Q: I have the levels of hexagonal diamond, first from LDA and then corrected with one third of Fock exchange. How much does such a correction change, in round numbers?

A: Two sizes are worth keeping. The empty levels move up by about 3 eV relative to the top of the filled band, and each filled level sinks by roughly a tenth of its depth below that top. The first effect is a step between filled and empty levels, the second a stretch of the band.

Calculated values. ABINIT 10.8.3, plane-wave LDA for hexagonal diamond (4-atom cell) with PseudoDojo NC SR LDA v0.4.1 standard pseudopotentials, a cutoff of 1006.82 eV and an unshifted 7x7x4 k mesh. Corrected levels come from one shot of PBE0-1/3 (one third Fock exchange) on the LDA orbitals. Each column of levels counts from its own highest filled level.

```
row  state k a (reciprocal cell vector)  state k b (reciprocal cell vector)  state k c (reciprocal cell vector)   state band  state start level (eV)  state corrected level (eV)
  1                               0.000                               0.000                               0.000   top filled                   0.000                       0.000
  2                               0.000                               0.000                               0.000  first empty                   4.729                       7.554
  3                               0.143                               0.000                               0.000   top filled                  -0.800                      -0.891
  4                               0.143                               0.000                               0.000  first empty                   4.891                       7.705
  5                               0.286                               0.000                               0.000   top filled                  -2.138                      -2.403
  6                               0.286                               0.000                               0.000  first empty                   4.626                       7.407
  7                               0.429                               0.000                               0.000   top filled                  -2.968                      -3.343
  8                               0.429                               0.000                               0.000  first empty                   4.286                       7.054
  9                               0.143                               0.143                               0.000   top filled                  -2.412                      -2.663
 10                               0.143                               0.143                               0.000  first empty                   6.038                       9.016
 11                               0.286                               0.143                               0.000   top filled                  -3.952                      -4.425
 12                               0.286                               0.143                               0.000  first empty                   5.446                       8.349
 13                               0.429                               0.143                               0.000   top filled                  -4.451                      -4.997
 14                               0.429                               0.143                               0.000  first empty                   5.041                       7.909
 15                               0.286                               0.286                               0.000   top filled                  -6.225                      -6.904
 16                               0.286                               0.286                               0.000  first empty                   3.627                       6.394
 17                               0.000                               0.000                               0.250   top filled                  -0.718                      -0.783
 18                               0.000                               0.000                               0.250  first empty                   5.513                       8.409
 19                               0.143                               0.000                               0.250   top filled                  -1.518                      -1.678
 20                               0.143                               0.000                               0.250  first empty                   5.293                       8.138
 21                               0.286                               0.000                               0.250   top filled                  -2.864                      -3.198
 22                               0.286                               0.000                               0.250  first empty                   4.765                       7.551
 23                               0.429                               0.000                               0.250   top filled                  -3.700                      -4.143
 24                               0.429                               0.000                               0.250  first empty                   4.610                       7.402
 25                               0.143                               0.143                               0.250   top filled                  -2.810                      -3.119
 26                               0.143                               0.143                               0.250  first empty                   6.256                       9.165
 27                               0.286                               0.143                               0.250   top filled                  -3.701                      -4.133
 28                               0.286                               0.143                               0.250  first empty                   6.213                       9.146
 29                               0.429                               0.143                               0.250   top filled                  -4.604                      -5.126
 30                               0.429                               0.143                               0.250  first empty                   6.125                       9.050
 31                               0.286                               0.286                               0.250   top filled                  -4.746                      -5.318
 32                               0.286                               0.286                               0.250  first empty                   5.393                       8.293
```

Q: How do I read the shifts? Did the empty levels go up, or did the filled ones go down?

A: Only the difference has a meaning here, because each column of levels counts from its own highest filled level, row 1. A shift is the corrected level minus the start level of the same row. For the lowest empty level, row 16, it is 6.394 − 3.627 = 2.767 eV. That number is how much the gap opened, whichever edge did the moving.

Q: I would have added one constant to all the empty levels and left the filled ones alone. What is wrong with that?

A: It works for the gap at which you set the constant and gets worse away from it. Take the k point of rows 31 and 32. Its direct gap opens by 3.47 eV, so a constant taken from the lowest gap falls short by 0.7 eV. Part of the shortfall comes from the filled level, which has sunk, and part from the empty level, which has risen more than row 16.

Q: Then let us start with the step. Why does Fock exchange tell filled from empty at all, when LDA doesn't?

A: LDA gives every electron the same local exchange potential, whether its state is filled or empty. Fock exchange is a sum over the filled states. Each term is the Coulomb energy of a pair density, the product of the state in question with one filled state, and it lowers the level.

For a filled state, the sum contains states of the same band at neighbouring k points. They look almost the same, so the pair density has nearly the same sign everywhere, apart from a slow wave, and its Coulomb energy is large. An empty state is orthogonal to the filled ones. Its pair densities are positive in some places and negative in others, and much of the energy cancels. Replacing part of the local exchange by Fock exchange therefore favours filled states, and the gap opens.

Q: Is the size of the step safe, then?

A: Its origin is safer than its last digits. The strongest terms come from k points very close together, which a finite mesh samples poorly, and they act mainly on the filled states. A mesh error can thus enter the step almost as a constant. The runs are not converged in mesh, cutoff and bands, so I would trust the pattern more than the hundredths of an eV. The program also warned that its FFT grid does not fit the symmetries of the crystal, and the effect of that on the levels was not tested.

Q: And the stretch? All the levels below the top are filled too, so why don't they sink together?

A: Consider a simpler system, the uniform electron gas. Its states are plane waves, and the filled ones form a sphere in k space with radius kF. The exchange between two plane waves grows as their k vectors approach each other. A state at the centre has filled neighbours on every side, while one at the surface has them on one side only. The centre state, which has the lowest energy, therefore gains more exchange. Outside the sphere the gain goes on falling, so higher empty states are pushed up further.

Q: Can that picture give a number?

A: Yes, with one line of theory. In atomic units the exchange energy of a plane wave is −2kF/π at the centre and −kF/π at the surface. The difference is kF/π, while the kinetic energy rises by kF²/2 over the same range. The local exchange is the same for all states of the gas and drops out. With a fraction a of Fock exchange, the relative stretch is

stretch = a · (kF/π) / (kF²/2) = 2a / (π kF)

Carbon has 4 valence electrons per 5.67 Å³, a density n of 0.705 per Å³. One bohr is 0.529 Å, so

kF = (3π² n)^(1/3) = 2.75 per Å = 1.46 per bohr

and for a = 1/3

stretch = 2 / (3π · 1.46) ≈ 0.15

The table gives 9 to 13 % for the filled levels below the top. No number was adjusted to reach the estimate, and it has the right order of magnitude.

Q: That is close. Should I believe that the crystal is an electron gas?

A: Only for this purpose. The estimate averages over the whole filled band of the gas, whereas the table follows the top filled band down to about 6 eV. In the gas, exchange changes fastest near the surface of the sphere, so over the top 6 eV alone it would stretch the levels clearly more than the table shows. The close agreement is partly luck. The gas also has no gap: its exchange passes without a jump from filled to empty states, so it can explain the stretch but not the step. What should carry over is the counting of neighbours, if you trace each crystal state back to the plane waves it is made of: the deeper the state, the further inside the filled region its waves tend to lie.

Q: Do step and stretch together describe the table?

A: Mostly. I fitted all 32 rows with a shift proportional to depth for the filled levels, and with a mean rise plus a separate slope for the empty ones. The typical miss is 0.02 eV, against 0.28 eV for a rigid shift of the empty levels. The filled band stretches by about 12 % and the empty one by about 8 %. Since every row took part in the fit, this is a compact description and no prediction; its output follows this text.

Q: Some rows still look odd. Row 8 starts 0.66 eV above row 16, yet both rise by the same amount.

A: They do, and rows 10 and 26 go further: row 10 starts lower by 0.22 eV but rises more, by 0.07 eV. The whole spread among the empty levels is only 0.2 eV, so these are sizeable departures from a straight line. In this run, at least, the energy of a state does not fix its shift.

Theory says why it need not. The correction is mainly an average of the difference between the two exchange operators, taken over the orbital itself. Two orbitals may have similar energies and yet place their charge differently, in the bonds or in the open space between them. They then overlap differently with the filled states and also feel a different local exchange.

Q: So row 16 has another kind of orbital than its neighbours?

A: That is my guess. "First empty" only means lowest in energy at that k point, and the kind of orbital behind the label can change from point to point. From Γ towards K the first empty level starts at 4.7 eV, climbs to 6.0 eV in row 10 and drops to 3.6 eV in row 16. Such a course would suit a change of orbital on the way, but one would have to plot the orbitals to know.

Q: Row 15 is the deepest filled level. Shouldn't it show the strongest stretch?

A: In eV it does sink the most, by 0.68 eV. Relative to its depth that is 11 %, while row 31, the next deepest, reaches 12 %. The proportional rule is thus a good average for the filled band, and the orbital again decides the remainder. I can't say which feature of the orbital in row 15 is responsible.

Q: May I quote 6.4 eV as the gap of hexagonal diamond?

A: No, for two reasons. The lowest empty level of this crystal is known to lie at K, and the mesh only comes near it with row 16. This alone makes both the LDA gap and the corrected one somewhat too large for their own method. The coarse mesh in the exchange sum adds a further error to the corrected gap, and its sign is not known here.

The second reason is physical. In a solid the other electrons screen the long-range part of exchange, and the fraction a plays the role of one over the dielectric constant. For diamond that constant is roughly 6, which suggests a fraction near one sixth. One third treats the crystal as a weaker screener than it is, and opens the gap too far.

Q: If I repeated this with a smaller fraction, what should I look for?

A: The orbitals stay those of LDA, so the part of each shift that comes from replacing local by Fock exchange is proportional to a. Step and stretch should shrink together. Another part comes from the change of the local functional from LDA to PBE and does not depend on a. It is not listed separately, and it may matter for the odd rows, whose departures are only some hundredths of an eV. As long as the Fock part dominates, I would expect the empty levels still to rise unequally, and the direct gaps away from Γ to open more than the lowest gap.

Numerical output:

```
Lowest gap on the mesh, LDA, eV: 3.627
Lowest gap on the mesh, corrected, eV: 6.394
Smallest rise of an empty level, eV: 2.767
Largest rise of an empty level, eV: 2.978
Mean rise of the empty levels, eV: 2.856
Smallest deepening of a filled level, percent of its depth: 9.053
Largest deepening of a filled level, percent of its depth: 12.63
Deepening of row 15, percent of its depth: 10.91
Deepening of row 31, percent of its depth: 12.05
Smallest opening of a direct gap, eV: 2.825
Largest opening of a direct gap, eV: 3.472
Largest direct opening less opening of the lowest gap, eV: 0.705
Rms miss of a rigid shift of the empty levels, eV: 0.2824
fit of shift on 32 rows: coefficient of step 2.263 +/- 0.014, coefficient of start 0.1145 +/- 0.0022; rms 0.0291, worst 16 -0.089, leave-one-out rms 0.0315
fit of shift on 32 rows: coefficient of step 2.856 +/- 0.0062, coefficient of sf 0.116 +/- 0.0018, coefficient of se 0.08185 +/- 0.0085; rms 0.0235, worst 10 -0.052, leave-one-out rms 0.0276
Row 16, separate stretches, prediction less value, eV: -0.03835
Row 10, separate stretches, prediction less value, eV: -0.052
Row 15, separate stretches, prediction less value, eV: -0.04328
Start of row 26 less start of row 10, eV: 0.218
Rise of row 26 less rise of row 10, eV: -0.069
Start of row 8 less start of row 16, eV: 0.659
Rise of row 8 less rise of row 16, eV: 0.001
Uniform-gas estimate of the stretch with one third Fock exchange, percent: 14.56
```
